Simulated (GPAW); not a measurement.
# ZnS (Wurtzite-2H) (P6_3mc) in GPAW: notebook

One crystal, ZnS (Wurtzite-2H), is run at these levels: LDA, BEEF-vdW, PBE; tasks: band structure, equation of state.

Everything below comes from runs of GPAW 26.7.0. Logs are shortened: lines on timing, memory, paths and dates and some standing lists are left out, and cuts for length are marked. The log counts tension as positive stress, the text compression.

**Measured values to compare with.**

From a printed reference work, monograph, for a bulk crystal of ZnS at 4 K: band gap 3.911 eV (direct).

The runs below are set against these values where they give the same quantity.

### Step 1. The crystal as given

It takes space group P6_3mc (No. 186, hexagonal). The conventional cell has a = 3.811 Å, b = 3.811 Å, c = 6.234 Å, α = 90.00°, β = 90.00°, γ = 120.00°. Zn (site symmetry 3m) is surrounded by 4 S at 2.31 to 2.40 Å. S (site symmetry 3m) is surrounded by 4 Zn at 2.31 to 2.40 Å.

### Step 2. Band structure, LDA

run.py reads:

```python
from ase.dft.bandgap import bandgap
from ase.io import read, write
from ase.units import GPa
from gpaw import GPAW, PW

atoms = read('ZnS.xyz')

calc = GPAW(mode=PW(600),
            xc='LDA',
            kpts={'size': (6, 6, 3), 'gamma': True},
            occupations={'name': 'fermi-dirac', 'width': 0.05},
            setups={'S': 'v3'},
            nbands=-13,
            convergence={'density': 1e-05, 'energy': 1e-05},
            maxiter=150,
            txt='gpaw.txt')
atoms.calc = calc
energy = atoms.get_potential_energy()
forces = atoms.get_forces()
stress = atoms.get_stress()
calc.write('gs.gpw')
write('result.traj', atoms)
print(f'Energy: {energy:.6f} eV')
print('Forces (eV/A):')
print(forces.round(4))
print('Stress (GPa):', (stress / GPa).round(3))
print('Fermi level:', round(calc.get_fermi_level(), 4), 'eV')
print(f'Gap: {bandgap(calc)[0]:.4f} eV, direct: {bandgap(calc, direct=True)[0]:.4f} eV')

path = atoms.cell.bandpath('GMKGALHA,LM,KH', npoints=60, eps=1e-4)
bs_calc = calc.fixed_density(kpts=path, symmetry='off', nbands=-26,
                             convergence={'bands': 'CBM+6.0', 'eigenstates': 1e-6}, txt='bands.txt')
bs = bs_calc.band_structure()
bs.write('bs.json')
print(f'Gap on the path: {bandgap(bs_calc)[0]:.4f} eV')
```

ZnS.xyz reads:

```xyz
4
Lattice="3.8110000000 0.0000000000 0.0000000000 -1.9055000000 3.3004228138 0.0000000000 0.0000000000 0.0000000000 6.2340000000" Properties=species:S:1:pos:R:3 pbc="T T T"
Zn     1.9055000002      1.1001409378      3.1170000000
Zn    -0.0000000002      2.2002818760      0.0000000000
S      1.9055000002      1.1001409378      5.5170900000
S     -0.0000000002      2.2002818760      2.4000900000
```

Potentials or basis: the program's PAW data sets (release 1.2.1) made for this functional, newer versions, pw.

On the command line:

```console
$ OMP_NUM_THREADS=1 python run.py
```

gpaw.txt:

```text
__  _  _
 | _ |_)|_||  |
 |__||  | ||/\| - 26.7.0

Input parameters:
  mode=PW(ecut=600.0),
  convergence={'density': 1e-05, 'energy': 1e-05},
  kpts=MonkhorstPack(size=(6, 6, 3), gamma=True),
  maxiter=150,
  nbands=-13,
  occupations=Occupations(name='fermi-dirac', width=0.05),
  setups={'S': 'v3'},
  xc=XC(name='LDA')

Diagonalizing LCAO Hamiltonian
Converting LCAO to pw mode

            S

            Zn
        S

        Zn

Atoms  # Å, Bohr magnetons
|   | symbol |         x |        y |        z |    initial magnetic moments |
|---|--------|-----------|----------|----------|-----------------------------|
| 0 |     Zn |  1.905500 | 1.100141 | 3.117000 | ( 0.0000,  0.0000,  0.0000) |
| 1 |     Zn | -0.000000 | 2.200282 | 0.000000 | ( 0.0000,  0.0000,  0.0000) |
| 2 |      S |  1.905500 | 1.100141 | 5.517090 | ( 0.0000,  0.0000,  0.0000) |
| 3 |      S | -0.000000 | 2.200282 | 2.400090 | ( 0.0000,  0.0000,  0.0000) |

Unit cell  # Å
| periodic |         x |        y |        z |  lengths |     angles |
|----------|-----------|----------|----------|----------|------------|
|      yes |  3.811000 | 0.000000 | 0.000000 | 3.811000 |  90.000000 |
|      yes | -1.905500 | 3.300423 | 0.000000 | 3.811000 |  90.000000 |
|      yes |  0.000000 | 0.000000 | 6.234000 | 6.234000 | 120.000000 |

Number of symmetries: 6
Symmetry operations  # r_c * U_cc + t_c -> r_c
|   | kind |            matrix            |
|---|------|------------------------------|
| 0 |  σ   |  1, 1, 0,  0,-1, 0,  0, 0, 1 |
| 1 |  E   |  1, 0, 0,  0, 1, 0,  0, 0, 1 |
| 2 |  C3  |  0, 1, 0, -1,-1, 0,  0, 0, 1 |
| 3 |  σ   |  0,-1, 0, -1, 0, 0,  0, 0, 1 |
| 4 |  σ   | -1, 0, 0,  1, 1, 0,  0, 0, 1 |
| 5 |  C3  | -1,-1, 0,  1, 0, 0,  0, 0, 1 |

BZ-sampling:
  Number of BZ points: 108
  Number of IBZ points: 17

  Monkhorst-Pack size: [6, 6, 3]
  Monkhorst-Pack shift: [0.08333333333333333, 0.08333333333333333, 0.0]

K-points  # in reciprocal-cell coordinates
|     |                                coordinates |     weight |
|-----|--------------------------------------------|------------|
|   0 | (  0.00000000,   0.00000000,   0.00000000) | 0.00925926 |
|   1 | (  0.00000000,   0.00000000,   0.33333333) | 0.01851852 |
|   2 | (  0.16666667,   0.00000000,  -0.33333333) | 0.05555556 |
|   3 | (  0.16666667,   0.00000000,   0.00000000) | 0.05555556 |
|   4 | (  0.16666667,   0.00000000,   0.33333333) | 0.05555556 |
|   5 | (  0.33333333,  -0.16666667,   0.00000000) | 0.05555556 |
|   6 | (  0.33333333,  -0.16666667,   0.33333333) | 0.11111111 |
|   7 | (  0.33333333,   0.00000000,  -0.33333333) | 0.05555556 |
|   8 | (  0.33333333,   0.00000000,   0.00000000) | 0.05555556 |
|   9 | (  0.33333333,   0.00000000,   0.33333333) | 0.05555556 |
| ... |                                            |            |
|  16 | (  0.50000000,   0.50000000,   0.33333333) | 0.05555556 |

Plane wave coefficients: 2641
Cutoff: 600.0 eV

Spin-components: 1 (collinear spins)
Bands:           31
Projectors:      22
Spin-degeneracy: 2
Datatype:        complex128

Parallelization:
  kpt:    1
  domain: 1
  band:   1

Density:
  Valence electrons: 36.0
  Components: 1
  Grid points: [24 24 36]
  Charge: 0.0  # |e|

Potential:
  Grid points: [24 24 36]

species:
  Zn:
    name:    Zinc
    Z:       30.0
    valence: 12
    core:    18
    charge:  0.0  # [|e|]
    compensation charges:
      type: gauss
      rc: 0.37  # [Å]
      lmax: 2
    cutoffs:
      filter: 2.14  # [Å]
      core: 2.28  # [Å]
    projectors
    | kind |    occ | energy [eV] | rcut [Å] |
    |------|--------|-------------|----------|
    |   4s |  2.000 |      -6.218 |    1.286 |
    |   4p |  0.000 |      -1.230 |    1.270 |
    |   3d | 10.000 |     -10.426 |    1.180 |
    |    s |        |      20.994 |    1.286 |
    |    p |        |      25.981 |    1.270 |
    |    d |        |      16.786 |    1.180 |

    Using partial waves for Zn as LCAO basis

  S:
    name:    Sulfur
    Z:       16.0
    valence: 6
    core:    10
    charge:  0.0  # [|e|]
    compensation charges:
      type: gauss
      rc: 0.26  # [Å]
      lmax: 2
    cutoffs:
      filter: 2.13  # [Å]
      core: 1.67  # [Å]
    projectors
    | kind |    occ | energy [eV] | rcut [Å] |
    |------|--------|-------------|----------|
    |   3s |  2.000 |     -17.281 |    1.217 |
    |   3p |  4.000 |      -7.107 |    0.953 |
    |    s |        |       9.931 |    1.217 |
    |    p |        |      20.105 |    0.953 |
    |    d |        |       0.000 |    0.847 |

    Using partial waves for S as LCAO basis

Reference energy: -119226.778070  # eV

eigensolver:
  PPCG
  Converge bands: occupied
  niter=2

density mixing:
  MSR1-Mixer
  Pratt-step length: 0.05
  Maximum mixing coefficient: 0.75
  Old densities: 10
  SVD Regularization: 0.005
  Good broyden scale: 1.0
  Trust region scale: 1.0
  Backstep threshold: 4.0
  History deletion threshold: 6.0
  Fourier metric: weight=20.0, sigma=0.015

occupation numbers:
  Fermi-Dirac:
    width: 0.0500  # eV

poisson solver:
  ecut: 4800.0  # eV

xc functional:
  name: None

convergence criteria:
- Maximum integral of absolute [dens]ity change: 1e-05 electrons / valence electron
- Maximum [total energy] change in last 3 cyles: 1e-05 eV / valence electron
- Maximum integral of absolute [eigenst]ate change: 4e-08 eV^2 / valence electron
maximum number of iterations: 150

SCF iterations
|iter     | |      energy | eigst |  dens |
|---------|-|-------------|-------|-------|
|iter:   1| |  -17.189026 | +0.14 |       |
|iter:   2| |  -17.040029 | -1.35 | -1.20 |
|iter:   3| |  -16.479970 | -1.40 | -1.25 |
|iter:   4| |  -16.473828 | -2.49 | -1.81 |
|iter:   5| |  -16.473892 | -3.60 | -2.29 |
|iter:   6| |  -16.473897c| -4.81 | -3.35 |
|iter:   7| |  -16.473905c| -5.91 | -3.64 |
|iter:   8| |  -16.473907c| -6.59 | -4.02 |
|iter:   9| |  -16.473907c| -7.61c| -4.58 |
|iter:  10| |  -16.473907c| -8.62c| -5.51c|

Converged in 10 steps
Energy contributions relative to reference atoms: (reference = -119226.778070)

Energy contributions:
  Kinetic:          16.453769
  Coulomb:         -13.594240
  Zero:             -0.127456
  External:          0.000000
  Xc:              -19.205981
  Entropy:          -0.000000
  Spinorbit:         0.000000
  ----------------------------
  Free energy:     -16.473907
  Extrapolated:    -16.473907

dipole moment: (0.000000, 0.000001, -7.518882)  # |e|*Ang

Fermi level: 4.478
Eigenvalues  # (at kpt = [0.000, 0.000, 0.000])
| band index |      eig [eV] | occ [0-2] |
|------------|---------------|-----------|
|          0 |        -9.673 |     2.000 |
|        ... |               |           |
|         10 |        -2.442 |     2.000 |
|         11 |        -2.274 |     2.000 |
|         12 |        -1.749 |     2.000 |
|         13 |         2.631 |     2.000 |
|         14 |         2.631 |     2.000 |
|         15 |         3.490 |     2.000 |
[... 8 lines left out ...]
|         24 |        10.959 |     0.000 |
|         25 |        12.543 |     0.000 |
|        ... |               |           |
|         30 |        15.698 |     0.000 |

Gap: 1.992 eV
Transition (v -> c):
  (s=0, k=0, n=17, [0.00, 0.00, 0.00]) -> (s=0, k=0, n=18, [0.00, 0.00, 0.00])
No difference between direct/indirect transitions

Forces  # eV/Ang
|       x |        y |        z |
|---------|----------|----------|
| 0.00000 |  0.00000 |  0.29076 |  # Zn   0
| 0.00000 |  0.00000 |  0.29072 |  # Zn   1
| 0.00000 |  0.00000 | -0.29083 |  # S    2
| 0.00000 | -0.00000 | -0.29077 |  # S    3

Stress tensor  # eV/Ang^3
|        x |        y |        z |
|----------|----------|----------|
| 0.023392 | 0.000000 | 0.000000 |
| 0.000000 | 0.023392 | 0.000000 |
| 0.000000 | 0.000000 | 0.032415 |

# Writing to gs.gpw (mode='')
```

It took 90 s on 1 thread of Arm Neoverse V2, shared host; peak memory 0.37 GiB.

What came out:

```
Free energy             : -16.4739 eV
Pressure                : -4.2 GPa
Largest force           : 0.291 eV/Å
Band gap on the k mesh  : 1.99 eV, direct
Band gap along the path : 1.99 eV, direct
```

Forces on the atoms (eV/Å):
```
Zn   0.000  0.000  0.291
Zn   0.000  0.000  0.291
S    0.000  0.000 -0.291
S    0.000  0.000 -0.291
```

Levels at the corners of the path, in eV from the valence-band top:
```tsv
point	band 16	band 17	band 18	band 19	band 20	band 21
Γ	-0.02	-0.02	0.00	1.99	2.77	6.11
M	-2.28	-1.60	-1.00	3.40	4.07	4.99
K	-2.26	-2.26	-2.26	4.24	5.78	5.78
Γ	-0.02	-0.02	0.00	1.99	2.77	6.11
A	-0.47	-0.47	-0.47	3.29	3.29	6.56
L	-1.69	-1.56	-1.56	3.39	3.39	4.96
H	-3.18	-1.27	-1.27	4.35	4.35	6.26
A	-0.47	-0.47	-0.47	3.29	3.29	6.56
L	-1.69	-1.56	-1.56	3.39	3.39	4.96
M	-2.28	-1.60	-1.00	3.40	4.07	4.99
K	-2.26	-2.26	-2.26	4.24	5.78	5.78
H	-3.18	-1.27	-1.27	4.35	4.35	6.26
```

### Step 3. Band structure, LDA

Changes to run.py since step 2:

```diff
@@ -11,4 +11,3 @@
             occupations={'name': 'fermi-dirac', 'width': 0.05},
-            setups={'S': 'v3'},
-            nbands=-13,
+            nbands=31,
             convergence={'density': 1e-05, 'energy': 1e-05},
@@ -29,4 +28,4 @@
 
-path = atoms.cell.bandpath('GMKGALHA,LM,KH', npoints=60, eps=1e-4)
-bs_calc = calc.fixed_density(kpts=path, symmetry='off', nbands=-26,
+path = atoms.cell.bandpath('GMKGALHA,LM,KH', npoints=100, eps=1e-4)
+bs_calc = calc.fixed_density(kpts=path, symmetry='off', nbands=48,
                              convergence={'bands': 'CBM+6.0', 'eigenstates': 1e-6}, txt='bands.txt')
```

ZnS.xyz is that of step 2.

Potentials or basis: the program's PAW data sets (release 1.2.1) made for this functional, pw.

On the command line:

```console
$ OMP_NUM_THREADS=1 python run.py
```

It took 2.4 min on 1 thread of Arm Neoverse V2, shared host; peak memory 0.48 GiB.

The run converged. Its results:

| Item | Value |
| --- | --- |
| Free energy | -16.5291 eV |
| Pressure | -4.3 GPa |
| Largest force | 0.291 eV/Å |
| Band gap on the k mesh | 1.99 eV, direct |
| Band gap along the path | 1.99 eV, direct |

Forces on the atoms (eV/Å):
```
Zn   0.000  0.000  0.291
Zn   0.000  0.000  0.291
S    0.000  0.000 -0.291
S    0.000  0.000 -0.291
```

Stress tensor (GPa, compression positive):
```
-3.77  0.00  0.00
 0.00 -3.77  0.00
 0.00  0.00 -5.22
```

Levels at the corners of the path, in eV from the valence-band top:
```csv
point,band 16,band 17,band 18,band 19,band 20,band 21
Γ,-0.02,-0.02,0.00,1.99,2.77,6.11
M,-2.28,-1.60,-1.00,3.40,4.07,4.99
K,-2.26,-2.26,-2.26,4.24,5.78,5.78
Γ,-0.02,-0.02,0.00,1.99,2.77,6.11
A,-0.47,-0.47,-0.47,3.29,3.29,6.55
L,-1.69,-1.56,-1.56,3.39,3.39,4.96
H,-3.18,-1.27,-1.27,4.34,4.34,6.26
A,-0.47,-0.47,-0.47,3.29,3.29,6.55
L,-1.69,-1.56,-1.56,3.39,3.39,4.96
M,-2.28,-1.60,-1.00,3.40,4.07,4.99
K,-2.26,-2.26,-2.26,4.24,5.78,5.78
H,-3.18,-1.27,-1.27,4.34,4.34,6.26
```

(Part 1 of 2 ends here.)
